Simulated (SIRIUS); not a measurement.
Runs of SIRIUS 7.10.0 on Ir. It takes space group Fm-3m (No. 225, cubic). The conventional cell has a = 3.831 Å, b = 3.831 Å, c = 3.831 Å, α = 90.00°, β = 90.00°, γ = 90.00°. Ir (site symmetry m-3m) is surrounded by 12 Ir at 2.71 Å. 

```tsv
task	level	potentials or basis	cell	k mesh	cutoff (eV)	libxc names	radial cutoff for the potentials' integrals	optimizer	fmax	max steps	gap on the mesh (eV)	pressure (GPa)	relaxed volume (Å³/atom)
single point	PBE	in-house norm-conserving set, PBE (scalar relativistic)	as given	12 × 12 × 12	937	["XC_GGA_X_PBE", "XC_GGA_C_PBE"]	6.5 bohr	-	-	-	none	11.3	-
single point	PBE	GBRV 1.5 PBE (ultrasoft)	as given	12 × 12 × 12	557	["XC_GGA_X_PBE", "XC_GGA_C_PBE"]	-	-	-	-	none	10.4	-
relaxation of cell and atoms	RPBE+D3(BJ)	PseudoDojo 0.4.1 PBE standard (scalar relativistic)	relaxed	8 × 8 × 8	937	["XC_GGA_X_RPBE", "XC_GGA_C_PBE"]	6.5 bohr	BFGS	0.02 eV/Å	30	none	-0.1	13.00
relaxation of cell and atoms	RPBE+D4	PseudoDojo 0.4.1 PBE standard (scalar relativistic)	relaxed	8 × 8 × 8	937	["XC_GGA_X_RPBE", "XC_GGA_C_PBE"]	6.5 bohr	BFGS	0.02 eV/Å	30	none	0.0	(b)
single point	PBE	PseudoDojo 0.4 PBE stringent (scalar relativistic)	as given	12 × 12 × 12	937	["XC_GGA_X_PBE", "XC_GGA_C_PBE"]	6.5 bohr	-	-	-	none	10.4	-
relaxation of cell and atoms	RPBE	PseudoDojo 0.4.1 PBE standard (scalar relativistic)	relaxed	8 × 8 × 8	937	["XC_GGA_X_RPBE", "XC_GGA_C_PBE"]	6.5 bohr	BFGS	0.02 eV/Å	30	none	0.0	(a)
single point	PBE	PseudoDojo 0.4.1 PBE standard (scalar relativistic)	as given	12 × 12 × 12	937	["XC_GGA_X_PBE", "XC_GGA_C_PBE"]	6.5 bohr	-	-	-	none	10.4	-
single point	PBE	SSSP 1.3.0 PBE efficiency	as given	12 × 12 × 12	828	["XC_GGA_X_PBE", "XC_GGA_C_PBE"]	-	-	-	-	none	10.5	-
```

Alike in all rows: no spin polarisation; smearing fermi-dirac 0.05 eV.

Problem. Estimate the missing entries.

Solution. (a) 14.69; (b) 13.98.

Caveats: the potentials were made for another functional, which shifts forces and pressure (some runs); pairwise dispersion overbinds metals, which lowers pressure and volume (some runs).

A k mesh can miss the band edges, and the runs leave out spin-orbit coupling on Ir.

A gap of «none» marks a metal or a gap under the smearing width.

The runs don't all hold the same shells in valence.
